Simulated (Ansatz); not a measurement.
HfN (rocksalt structure)

The computed numbers are results of PBE with spin–orbit coupling (two-component spinors) in the plane-wave PAW code Ansatz at 420 eV, 12×12×12 k-mesh, Gaussian smearing of 0.05 eV; PAW files: Ansatz's generated set soft_2.

```
Hf N
1.0
     0.00000    2.27264    2.27264
     2.27264    0.00000    2.27264
     2.27264    2.27264    0.00000
Hf N
1 1
Direct
  0.50000 0.50000 0.50000
  0.00000 0.00000 0.00000
```

The start was a prototype's sites filled with these elements; the Crystallography Open Database holds the compound in this structure.

Cell and atoms are those of this level's equilibrium.

The cell has space group Fm-3m (read at 0.01 Å). In it the stress is 0.00, 0.00, 0.00, 0.00, 0.00, 0.00 GPa and the largest force component 0.000 eV/Å. Each change below starts from this cell, without further relaxation. Stress is in GPa, positive in compression, in the order xx, yy, zz, yz, xz, xy; energies are counted from the cell above and are free energies with the smearing's entropy, which match forces and stress in a metal.

Q: What happens when atom 1 (Hf) is moved by 0.20 Å along y?

A: The energy changes by 227.6 meV per cell, and the force on it along the shift is -2.345 eV/Å (−F/u = 11.72 eV/Å²). Stress: 0.03, 15.32, 0.03, 0.00, 0.00, 0.00.
| atom | Fx (eV/Å) | Fy | Fz |
| --- | --- | --- | --- |
| Hf1 | 0.000 | -2.345 | 0.000 |
| N2 | 0.000 | 2.345 | 0.000 |
In a harmonic crystal the energy would rise by −½F·u = ½ × 11.72 × 0.20² eV = 234.5 meV, which matches.

Q: A single strain component, atoms carried along, gave the stress 0.02, 0.01, 0.02, 0.00, 1.29, 0.00. Which component, and about how large?

A: An engineering strain of -1 % in xz; the energy changes by 1.0 meV per cell.

Because each primitive cell holds one Hf and one N, the displacement moves the whole Hf sublattice against nitrogen, as in a zone-centre optical mode. The strong restoring force reflects stiff Hf–N bonds, in which Hf d and N p states mix covalently on top of an ionic attraction. Inversion symmetry removes the cubic term, so the harmonic estimate from the force, lying slightly above the actual energy, points to a mild quartic hardening.

The stress of 15.32 GPa along the shift, against 0.03 GPa across it, is also an anharmonic effect: repulsion in the shortened Hf–N contact grows faster than it falls in the lengthened one opposite. The shear response is likewise restoring, and probably owes much to the directional d–p bonding, which resists changes of bond angle.

The cell is thus stable against these two distortions, but they don't test phonons at finite wavevector, where metallic electrons can soften particular modes in transition-metal nitrides.
